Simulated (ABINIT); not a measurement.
# CdS (Hawleyite) (F-43m) in ABINIT: a series of runs, part 2 of 2

ABINIT 10.8.3 (patched build). The steps go on from the part before.

**3. Equation of state, revPBE**

File run.abi:

```
ndtset 7
getwfk -1
scalecart1 3*0.9795861087
scalecart2 3*0.9864848297
scalecart3 3*0.9932883884
scalecart4 3*1.0000000000
scalecart5 3*1.0066227096
scalecart6 3*1.0131594038
scalecart7 3*1.0196128224

pp_dirpath "./"
pseudos "Cd.GGA_PBE-JTH.xml, S.GGA_PBE-JTH.xml"

acell 7.7942771716 7.7942771716 7.7942771716
rprim
     0.0000000000     0.7071067812     0.7071067812
     0.7071067812     0.0000000000     0.7071067812
     0.7071067812     0.7071067812     0.0000000000
ntypat 2
znucl 48 16
natom 2
typat 1 2
xred
     0.0000000000     0.0000000000     0.0000000000
     0.7500000000     0.7500000000     0.7500000000

ecut 26.0
pawecutdg 48.0
pawxcdev 0

kptopt 1
ngkpt 8 8 8
nshiftk 1
shiftk 0.0 0.0 0.0

ixc 14

nband 13
occopt 3
tsmear 0.00183747

nstep 100
tolvrs 1.0e-9

iomode 3
prtwf 1
prtden 0
prteig 0
prtebands 0
enunit 1
```

Potentials or basis: JTH PAW PBE v2.0.

Run with:

```
$ abinit run.abi > log 2>&1
```

run.abo:

```text
.Version 10.8.3 of ABINIT
 DATASET    1 : space group F-4 3 m (#216); Bravais cF (face-center cubic)
================================================================================
 Values of the parameters that define the memory need for DATASET  1.
     intxc =       0    ionmov =       0      iscf =      17    lmnmax =      18
     lnmax =       6     mgfft =      36  mpssoang =       3    mqgrid =    3001
     natom =       2  nloc_mem =       2    nspden =       1   nspinor =       1
    nsppol =       1      nsym =      24    n1xccc =       1    ntypat =       2
    occopt =       3   xclevel =       2
       mpw =        2005          nfft =       46656          nkpt =          29
 PAW method is used; the additional fine FFT grid is defined by:
   mgfftf=        48    nfftf =    110592
================================================================================
================================================================================
[... 71 lines left out ...]
 DATASET    7 : space group F-4 3 m (#216); Bravais cF (face-center cubic)
================================================================================
 Values of the parameters that define the memory need for DATASET  7.
     intxc =       0    ionmov =       0      iscf =      17    lmnmax =      18
     lnmax =       6     mgfft =      40  mpssoang =       3    mqgrid =    3001
     natom =       2  nloc_mem =       2    nspden =       1   nspinor =       1
    nsppol =       1      nsym =      24    n1xccc =       1    ntypat =       2
    occopt =       3   xclevel =       2
       mpw =        2269          nfft =       64000          nkpt =          29
 PAW method is used; the additional fine FFT grid is defined by:
   mgfftf=        50    nfftf =    125000
================================================================================
================================================================================

--------------------------------------------------------------------------------
------------- Echo of variables that govern the present computation ------------
--------------------------------------------------------------------------------
 -outvars: echo values of preprocessed input variables --------
            acell      7.7942771716E+00  7.7942771716E+00  7.7942771716E+00 Bohr
              amu      1.12411000E+02  3.20660000E+01
             ecut      2.60000000E+01 Hartree
           enunit           1
           getwfk          -1
              ixc          14
           jdtset        1    2    3    4    5    6    7
         kptrlatt        8    0    0      0    8    0      0    0    8
          kptrlen1     6.10813252E+01
          kptrlen2     6.15114895E+01
          kptrlen3     6.19357201E+01
          kptrlen4     6.23542174E+01
          kptrlen5     6.27671712E+01
          kptrlen6     6.31747617E+01
          kptrlen7     6.35771596E+01
            natom           2
            nband          13
           ndtset           7
            ngfft1         36      36      36
            ngfft2         36      36      36
            ngfft3         36      36      36
            ngfft4         36      36      36
            ngfft5         40      40      40
            ngfft6         40      40      40
            ngfft7         40      40      40
          ngfftdg1         48      48      48
          ngfftdg2         48      48      48
          ngfftdg3         50      50      50
          ngfftdg4         50      50      50
[... 70 lines left out ...]

================================================================================

 chkinp: Checking input parameters for consistency, jdtset=   1.

 chkinp: Checking input parameters for consistency, jdtset=   2.
[... 40 lines left out ...]
 getcut: wavevector=  0.0000  0.0000  0.0000  ngfft=  48  48  48
         ecut(hartree)=     48.000   => boxcut(ratio)=   2.01575

--- Pseudopotential description ------------------------------------------------
- pspini: atom type   1  psp file is ./Cd.GGA_PBE-JTH.xml
 Pseudopotential format is: paw10
 basis_size (lnmax)=  6 (lmn_size= 18), orbitals=   0   0   1   1   2   2
 Spheres core radius: rc_sph= 2.50233826
 Shapefunction is BESSEL type: shapef(r,l)=aa(1,l)*jl(q(1,l)*r)+aa(2,l)*jl(q(2,l)*r)
 Radius for shape functions =  2.31074885
 Compensation charge density is not taken into account in XC energy/potential

- pspini: atom type   2  psp file is ./S.GGA_PBE-JTH.xml
 Pseudopotential format is: paw10
 basis_size (lnmax)=  4 (lmn_size=  8), orbitals=   0   0   1   1
 Spheres core radius: rc_sph= 1.90380259
 Shapefunction is SIN type: shapef(r)=[sin(pi*r/rshp)/(pi*r/rshp)]**2
 Radius for shape functions =  1.40128485
 Compensation charge density is not taken into account in XC energy/potential

   5.23237762E+02                                ecore*ucvol(ha*bohr**3)
--------------------------------------------------------------------------------

================================================================================

--- !BeginCycle
iteration_state: {dtset: 1, }
solver: {iscf: 17, nstep: 100, nline: 4, wfoptalg: 10, }
tolerances: {tolvrs: 1.00E-09, }
...
[... 720 lines left out ...]
 getcut: wavevector=  0.0000  0.0000  0.0000  ngfft=  40  40  40
         ecut(hartree)=     26.000   => boxcut(ratio)=   2.22109

 getcut : COMMENT -
  Note that boxcut > 2.2 ; recall that boxcut=Gcut(box)/Gcut(sphere) = 2
  is sufficient for exact treatment of convolution.
  Such a large boxcut is a waste : you could raise ecut
  e.g. ecut=   32.065986 Hartrees makes boxcut=2

 Fine grid specifications (used for densities):

 getcut: wavevector=  0.0000  0.0000  0.0000  ngfft=  50  50  50
         ecut(hartree)=     48.000   => boxcut(ratio)=   2.04416
--------------------------------------------------------------------------------
[... 175 lines left out ...]
 getcut: wavevector=  0.0000  0.0000  0.0000  ngfft=  40  40  40
         ecut(hartree)=     26.000   => boxcut(ratio)=   2.20676

 getcut : COMMENT -
  Note that boxcut > 2.2 ; recall that boxcut=Gcut(box)/Gcut(sphere) = 2
  is sufficient for exact treatment of convolution.
  Such a large boxcut is a waste : you could raise ecut
  e.g. ecut=   31.653555 Hartrees makes boxcut=2

 Fine grid specifications (used for densities):

 getcut: wavevector=  0.0000  0.0000  0.0000  ngfft=  50  50  50
         ecut(hartree)=     48.000   => boxcut(ratio)=   2.03097
--------------------------------------------------------------------------------
[... 326 lines left out ...]
-Cartesian components of stress tensor (GPa)         [Pressure=  7.8486E-01 GPa]
- sigma(1 1)= -7.84863633E-01  sigma(3 2)=  0.00000000E+00
- sigma(2 2)= -7.84863633E-01  sigma(3 1)=  0.00000000E+00
- sigma(3 3)= -7.84863633E-01  sigma(2 1)=  0.00000000E+00

== END DATASET(S) ==============================================================
================================================================================

 -outvars: echo values of variables after computation  --------
            acell      7.7942771716E+00  7.7942771716E+00  7.7942771716E+00 Bohr
           etotal1    -5.7856939990E+01
           etotal2    -5.7858863357E+01
           etotal3    -5.7860398281E+01
           etotal4    -5.7861587906E+01
           etotal5    -5.7862464511E+01
           etotal6    -5.7863063523E+01
           etotal7    -5.7863403944E+01
            fcart1    -3.1171355430E-30  2.8130455253E-47  3.1171355430E-30
                       3.1171355430E-30 -2.8130455253E-47 -3.1171355430E-30
            fcart2    -9.6729271224E-32 -9.6729271224E-32  2.9018781367E-31
                       9.6729271224E-32  9.6729271224E-32 -2.9018781367E-31
            fcart3     3.8426688468E-31  2.8820016351E-31 -3.8426688468E-31
                      -3.8426688468E-31 -2.8820016351E-31  3.8426688468E-31
            fcart4    -1.5267513384E-30  4.2375862219E-47  1.5267513384E-30
                       1.5267513384E-30 -4.2375862219E-47 -1.5267513384E-30
            fcart5    -0.0000000000E+00 -0.0000000000E+00 -0.0000000000E+00
                      -0.0000000000E+00 -0.0000000000E+00 -0.0000000000E+00
[... 38 lines left out ...]
                       0.0000000000E+00  0.0000000000E+00  0.0000000000E+00
           xangst1     0.0000000000E+00  0.0000000000E+00  0.0000000000E+00
                       4.2854443262E+00  4.2854443262E+00  4.2854443262E+00
           xangst2     0.0000000000E+00  0.0000000000E+00  0.0000000000E+00
                       4.3156245059E+00  4.3156245059E+00  4.3156245059E+00
           xangst3     0.0000000000E+00  0.0000000000E+00  0.0000000000E+00
                       4.3453883743E+00  4.3453883743E+00  4.3453883743E+00
           xangst4     0.0000000000E+00  0.0000000000E+00  0.0000000000E+00
                       4.3747499971E+00  4.3747499971E+00  4.3747499971E+00
           xangst5     0.0000000000E+00  0.0000000000E+00  0.0000000000E+00
                       4.4037226959E+00  4.4037226959E+00  4.4037226959E+00
           xangst6     0.0000000000E+00  0.0000000000E+00  0.0000000000E+00
                       4.4323190989E+00  4.4323190989E+00  4.4323190989E+00
           xangst7     0.0000000000E+00  0.0000000000E+00  0.0000000000E+00
                       4.4605511919E+00  4.4605511919E+00  4.4605511919E+00
             xred      0.0000000000E+00  0.0000000000E+00  0.0000000000E+00
                       7.5000000000E-01  7.5000000000E-01  7.5000000000E-01
 Calculation completed.
```

Wall time 2.2 min (1 thread of Intel Xeon 6975P-C (Granite Rapids), shared host); peak memory 0.18 GiB.

What came out:

```
Equilibrium volume : 26.81 Å³/atom (rough: see the caveat)
Bulk modulus       : 49 GPa (rough)
```

Energy against volume, from the lowest point:
```tsv
volume (Å³/atom)	energy (meV/atom)
23.319	87.95
23.815	61.78
24.312	40.89
24.808	24.71
25.304	12.78
25.800	4.63
26.296	0.00
```

Caveat: pressures at fixed basis lie under the slope of the energies; the minimum lies outside the volumes run; the PAW data sets were made with another functional, which shifts forces and pressure a little.

**4. Equation of state, PW91**

Edit run.abi of step 3 so:

```diff
@@ -35,3 +35,3 @@
 
-ixc 14
+ixc -109134
```

Run with:

```
$ abinit run.abi > log 2>&1
```

It took 2.5 min on 1 thread of Intel Xeon 6975P-C (Granite Rapids), shared host; peak memory 0.18 GiB.

Results (log left out):

```yaml
Equilibrium_volume: 25.94 Å³/atom
Bulk_modulus: 54 GPa
Pressure_derivative_of_the_bulk_modulus: 4.6
```

Energy against volume, from the lowest point:
```tsv
volume (Å³/atom)	energy (meV/atom)
23.319	54.83
23.815	34.65
24.312	19.49
24.808	9.04
25.304	2.70
25.800	0.00
26.296	0.67
```

Caveat: pressures at fixed basis lie under the slope of the energies; the PAW data sets were made with another functional, which shifts forces and pressure a little.

**5. Equation of state, WC**

Edit run.abi of step 4 so:

```diff
@@ -35,3 +35,3 @@
 
-ixc -109134
+ixc 23
```

Run with:

```
$ abinit run.abi > log 2>&1
```

Run time: 2.7 min. Hardware: 1 thread of Intel Xeon 6975P-C (Granite Rapids), shared host; peak memory 0.18 GiB.

Results (log left out):

- Equilibrium volume: 24.76 Å³/atom
- Bulk modulus: 62 GPa
- Pressure derivative of the bulk modulus: 4.6

Energy against volume, from the lowest point:
```csv
volume (Å³/atom),energy (meV/atom)
23.319,18.03
23.815,7.43
24.312,1.61
24.808,0.00
25.304,2.18
25.800,7.70
26.296,16.30
```

Caveat: pressures at fixed basis lie under the slope of the energies; the PAW data sets were made with another functional, which shifts forces and pressure a little.

**6. Overview**

```csv
level,V0 of scaled cells (Å³/atom),B0 (GPa)
AM05,-,-
revPBE,-,-
PW91,25.94,54
WC,24.76,62
```

Alike in all rows: task equation of state; potentials or basis JTH PAW PBE v2.0; no spin polarisation; cell as given; k mesh 8 × 8 × 8; cutoff (eV) 707; smearing fermi-dirac 0.05 eV.

Caveats: the PAW data sets were made with another functional, which shifts forces and pressure a little; pressures at fixed basis lie under the slope of the energies (some runs); the minimum lies outside the volumes run (some runs).

Absolute energies hang on the potentials; compare differences alone.
